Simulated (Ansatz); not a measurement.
**CdS: stiffness from a series of strains**

```
CELL_PARAMETERS angstrom
4.13480 0.00000 0.00000
-2.06740 3.58084 0.00000
0.00000 0.00000 6.74900
ATOMIC_POSITIONS crystal
Cd 0.33333 0.66667 0.00000
Cd 0.66667 0.33333 0.50000
S 0.33333 0.66667 0.38500
S 0.66667 0.33333 0.88500
```

Atoms are numbered in the order listed.

The cell is COD entry 9008862, as deposited and not checked against the literature; nothing was relaxed. It differs from other determinations.

All numbers below come from Ansatz 0.2.0, DFT, PBEsol, all-electron LAPW, scalar-relativistic.

Numerical set-up: a Γ-centred 7×7×4 k mesh, Fermi–Dirac smearing of 0.01 eV, basis error target 1 meV/atom, no spin polarisation.

The strain is applied along the Cartesian axes of the cell as listed (the other components stay zero). Fractional coordinates are held (clamped ions).

σ is the change of stress from the unstrained cell, which is at -0.53 GPa; tension is positive, so slopes are stress–strain coefficients at that pressure.

Only quantities that a quadratic follows smoothly over the whole series are listed; rougher ones are left out.

```
    εzz  σzz (GPa)  σxx (GPa)
-0.0300      -3.65      -0.82
-0.0100      -1.08      -0.26
 0.0000       0.00       0.00
 0.0100       0.96       0.25
 0.0200       1.81       0.48
 0.0300       2.57       0.71
```

(1) Fit the series and read off the stiffness at zero strain.

(2) One run, at εzz = -0.0200, is withheld. Predict its row.

## Answers

(1) Least-squares fits y = p0 + p1 x + p2 x² to the rows give σzz (GPa): p1 = 103, p2 = -600; σxx (GPa): p1 = 25.5, p2 = -62. So C33 = 103 GPa and C13 = 25 GPa, for these axes.

(2) The fits give -2.31, -0.53; the run gave -2.29, -0.53.
